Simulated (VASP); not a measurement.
# P in VASP: single point with PBE+D3(BJ)

Aim: the single point of P with PBE+D3(BJ).

Program: VASP 6.6.1. These are calculated values, not measurements. Logs are shortened: lines on timing, memory, paths and dates and some standing lists are left out, and cuts for length are marked.

## (1) The structure

The cell holds a slab with vacuum, 10 atoms: a = 5.635 Å, b = 19.632 Å, c = 6.326 Å, α = 90.00°, β = 104.66°, γ = 90.00°.

The slab is cut from a database's or a generator's crystal, which needn't be the stable form of the element.

## (2) Single point, PBE+D3(BJ)

INCAR

```
PREC     = Accurate       # precision mode
ENCUT    = 520            # plane-wave cutoff, eV
EDIFF    = 1E-6           # SCF threshold, eV
ISMEAR   = 0              # smearing method
SIGMA    = 0.1            # smearing width, eV
LREAL    = F              # projectors in reciprocal space
LASPH    = T              # aspherical terms in the spheres
NELM     = 100            # most SCF steps
ALGO     = Fast           # electronic algorithm
ISIF     = 2              # what is computed and relaxed
LWAVE    = F              # write WAVECAR
LCHARG   = T              # write CHGCAR
GGA      = PE             # functional
IVDW     = 12             # dispersion correction
LELF     = T              # ELF
LVHAR    = T            
NBANDS   = 36             # bands
```

KPOINTS

```
Automatic mesh
0
Gamma
  4 1 4
```

POSCAR

```
P
1.0
    5.6351172265      0.0000000000      0.0000000000
    0.0000000000     19.6324366611      0.0000000000
   -1.6004025234      0.0000000000      6.1198546024
P
10
Direct
    0.1457963700      0.4126057200      0.6895901400
    0.1722993100      0.4429734400      0.3613995500
    0.1722993100      0.5570265600      0.3613995500
    0.1457963700      0.5873942800      0.6895901400
    0.2271261700      0.5000000000      0.9127918800
    0.5428653400      0.5868854100      0.3304599700
    0.7565435300      0.5579960200      0.6585844400
    0.7565435300      0.4420039800      0.6585844400
    0.5428653400      0.4131145900      0.3304599700
    0.6084892700      0.5000000000      0.1251267000
```

Potentials or basis: VASP PAW PBE potentials, release 64 (P).

Started as:

```console
$ cat potpaw_PBE.64/P/POTCAR > POTCAR
$ mpirun -np 1 vasp_std > vasp.out
```

OUTCAR:

```text
PREC = Accurate
   ENCUT = 520
   EDIFF = 1E-6
   ISMEAR = 0
   LREAL = F
   LASPH = T
   NELM = 100
   ISIF = 2
   GGA = PE
   IVDW = 12
 IVDW          = 12

 ion  position               nearest neighbor table
   1  0.146  0.413  0.690-   5 2.20   2 2.20   8 2.23
   2  0.172  0.443  0.361-   1 2.20   9 2.22   3 2.24
   3  0.172  0.557  0.361-   4 2.20   6 2.22   2 2.24
   4  0.146  0.587  0.690-   5 2.20   3 2.20   7 2.23
   5  0.227  0.500  0.913-   1 2.20   4 2.20  10 2.23   8 2.96   7 2.96
   6  0.543  0.587  0.330-   7 2.19   3 2.22  10 2.23
   7  0.757  0.558  0.659-   6 2.19   4 2.23   8 2.28   5 2.96
   8  0.757  0.442  0.659-   9 2.19   1 2.23   7 2.28   5 2.96
   9  0.543  0.413  0.330-   8 2.19   2 2.22  10 2.23
  10  0.608  0.500  0.125-   5 2.23   6 2.23   9 2.23

  LATTYP: Found a simple monoclinic cell.
 ALAT       =     5.6351172265
 B/A-ratio  =     3.4839446762
 C/A-ratio  =     1.1225418285
 COS(beta)  =    -0.2530018749

  Lattice vectors:

 A1 = (   5.6351172265,   0.0000000000,   0.0000000000)
 A2 = (   0.0000000000,  19.6324366611,   0.0000000000)
 A3 = (  -1.6004025234,   0.0000000000,   6.1198546024)

Analysis of symmetry for initial positions (statically):
=====================================================================
 Subroutine PRICEL returns:
 Original cell was already a primitive cell.

 Routine SETGRP: Setting up the symmetry group for a
 simple monoclinic supercell.

 Subroutine GETGRP returns: Found  2 space group operations
 (whereof  2 operations were pure point group operations)
 out of a pool of  4 trial point group operations.

The static configuration has the point symmetry C_1h.

Analysis of symmetry for dynamics (positions and initial velocities):
=====================================================================
 Subroutine PRICEL returns:
 Original cell was already a primitive cell.

 Routine SETGRP: Setting up the symmetry group for a
 simple monoclinic supercell.

 Subroutine GETGRP returns: Found  2 space group operations
 (whereof  2 operations were pure point group operations)
 out of a pool of  4 trial point group operations.

The dynamic configuration has the point symmetry C_1h.

 Subroutine INISYM returns: Found  2 space group operations
 (whereof  2 operations are pure point group operations),
 and found     1 'primitive' translations

----------------------------------------------------------------------------------------
[... 104 lines left out ...]
   PSTRESS=    0.0 pullay stress
   NELECT =      50.0000    total number of electrons
   NUPDOWN=      -1.0000    fix difference up-down
   EMIN   =  10.00;   EMAX   =-10.00  energy-range for DOS
   EFERMI =   0.00;   METHOD = LEGACY
   ISMEAR =     0;   SIGMA  =   0.10  broadening in eV -4-tet -1-fermi 0-gaus
   EFERMI_NEDOS =   21; number of points for ismear=-14 and -15
   IALGO  =     68    algorithm
   IMIX   =      4    mixing-type and parameters
     AMIX     =   0.40;   BMIX     =  1.00
     AMIX_MAG =   1.60;   BMIX_MAG =  1.00
  volume/ion in A,a.u.               =      67.70       456.89
  Fermi-wavevector in a.u.,A,eV,Ry     =   0.686845  1.297949  6.418631  0.471756
  Thomas-Fermi vector in A             =   1.767190
   LORBIT       =      0    0 simple, 1 ext, 2 COOP (PROOUT), +10 PAW based schemes
   GGA     = PE    functional components
   LHFCALC =     F    Hartree Fock is set to
   AEXX    =    0.0000 exact exchange contribution
   IVDW    =    12    specifies the selected vdW correction
   LEPSILON=     F    determine dielectric tensor
   LRPA    =     F    only Hartree local field effects (RPA)
 non-spin polarized calculation
 RMM-DIIS sequential band-by-band and
 Gauss-broadening in eV      SIGMA  =   0.10
  energy-cutoff  :      520.00
  volume of cell :      677.05
 maximum number of plane-waves:     18263
 NGX is ok and might be reduce to    42
   NGX = 21   NGY = 73   NGZ = 23

 number of electron      49.9999999 magnetization

 Free energy of the ion-electron system (eV)
  ---------------------------------------------------
  ext. energy  EPLUGINS =         0.00000000
  ---------------------------------------------------
  free energy    TOTEN  =       -53.41960288 eV

  energy without entropy =      -53.41960288  energy(sigma->0) =      -53.41960288

 E-fermi :  -1.4889     XC(G=0):  -3.3908

 val. band max:       -1.9865766266   @ k =   0.0000   0.0000   0.0000
 cond. band min:      -0.7489361736   @ k =   0.5000   0.0000   0.5000
 fundamental gap:      1.2376404530
 Fermi energy:        -1.4889400429

 k-point     1 :       0.0000    0.0000    0.0000
  band No.  band energies     occupation
      1     -17.0712      2.00000
      2     -14.9692      2.00000
      3     -14.5851      2.00000
      4     -13.8349      2.00000
      5     -13.7019      2.00000
      6     -12.6355      2.00000
[... 379 lines left out ...]
     35       1.8808      0.00000
     36       1.9779      0.00000

------------------------ aborting loop because EDIFF is reached ----------------------------------------

 Edisp (eV)   -2.45381

 E8    (eV) :    -0.9867

  FORCE on cell =-STRESS in cart. coord.  units (eV):
  Direction    XX          YY          ZZ          XY          YZ          ZX
  --------------------------------------------------------------------------------------
  -------------------------------------------------------------------------------------
  Total      -0.76892     0.82522    -0.27504     0.00000     0.00000     0.06032
  in kB      -1.81958     1.95282    -0.65085     0.00000     0.00000     0.14274
  external pressure =       -0.17 kB  Pullay stress =        0.00 kB

 VOLUME and BASIS-vectors are now :
 -----------------------------------------------------------------------------
  energy-cutoff  :      520.00
  volume of cell :      677.05
      direct lattice vectors                 reciprocal lattice vectors
     5.635117227  0.000000000  0.000000000     0.177458598  0.000000000  0.046407179
     0.000000000 19.632436661  0.000000000     0.000000000  0.050936112  0.000000000
    -1.600402523  0.000000000  6.119854602     0.000000000  0.000000000  0.163402575

 POSITION                                       TOTAL-FORCE (eV/Angst)
 -----------------------------------------------------------------------------------
     -0.28204      8.10046      4.22019         0.149842     -0.177055      0.060086
      0.39254      8.69665      2.21171        -0.143182      0.025028     -0.195676
      0.39254     10.93579      2.21171        -0.143182     -0.025028     -0.195676
     -0.28204     11.53198      4.22019         0.149842      0.177055      0.060086
     -0.18095      9.81622      5.58615        -0.229622     -0.000000      0.151216
      2.53024     11.52199      2.02237         0.062989      0.145116     -0.117074
      3.20921     10.95482      4.03044        -0.124048     -0.074619      0.204600
      3.20921      8.67762      4.03044        -0.124048      0.074619      0.204600
      2.53024      8.11045      2.02237         0.062989     -0.145116     -0.117074
      3.22866      9.81622      0.76576         0.338420     -0.000000     -0.055087
 -----------------------------------------------------------------------------------
    total drift:                               -0.000382     -0.000000     -0.000103

  FREE ENERGIE OF THE ION-ELECTRON SYSTEM (eV)
  ---------------------------------------------------
  free  energy   TOTEN  =       -55.8734164939 eV

  energy  without entropy=      -55.8734164939  energy(sigma->0) =      -55.87341649
```

stdout:

```text
POSCAR found type information on POSCAR P
 POSCAR found :  1 types and      10 ions
 scaLAPACK will be used
 LDA part: xc-table for (Slater+PW92), standard interpolation
 POSCAR, INCAR and KPOINTS ok, starting setup
 FFT: planning ... GRIDC
 FFT: planning ... GRID_SOFT
 FFT: planning ... GRID
 WAVECAR not read
 entering main loop
```

Wall time 14 min (1 thread of Intel Xeon Platinum 8375C at 2.90GHz (Ice Lake), shared host); peak memory 0.71 GiB.

What came out:

```
Free energy                : -55.8734 eV
Largest force              : 0.343 eV/Å
Band gap on the k mesh     : 1.24 eV, indirect (least direct gap 1.66 eV)
Dispersion energy per atom : -0.245 eV
```

Forces on the atoms (eV/Å):
```
P    0.150 -0.177  0.060
P   -0.143  0.025 -0.196
P   -0.143 -0.025 -0.196
P    0.150  0.177  0.060
P   -0.230  0.000  0.151
P    0.063  0.145 -0.117
P   -0.124 -0.075  0.205
P   -0.124  0.075  0.205
P    0.063 -0.145 -0.117
P    0.338  0.000 -0.055
```

Levels at points of the mesh, in eV from the valence-band top:
| k point | band 21 | band 22 | band 23 | band 24 | band 25 | band 26 | band 27 | band 28 | band 29 | band 30 |
| --- | --- | --- | --- | --- | --- | --- | --- | --- | --- | --- |
| (0.00, 0.00, 0.00) | -1.78 | -1.53 | -0.92 | -0.81 | 0.00 | 2.07 | 2.29 | 2.29 | 2.67 | 2.74 |
| (0.50, 0.00, 0.00) | -1.82 | -1.67 | -1.38 | -1.23 | -0.46 | 1.62 | 2.10 | 2.11 | 2.52 | 2.55 |
| (0.00, 0.00, 0.50) | -2.23 | -1.27 | -1.08 | -0.90 | -0.72 | 1.41 | 1.45 | 2.45 | 2.60 | 2.77 |
| (0.50, 0.00, 0.50) | -1.90 | -1.49 | -1.32 | -1.04 | -0.94 | 1.24 | 1.51 | 1.87 | 1.99 | 2.40 |

PBE gaps usually lie below the measured ones, often by a third to a half.
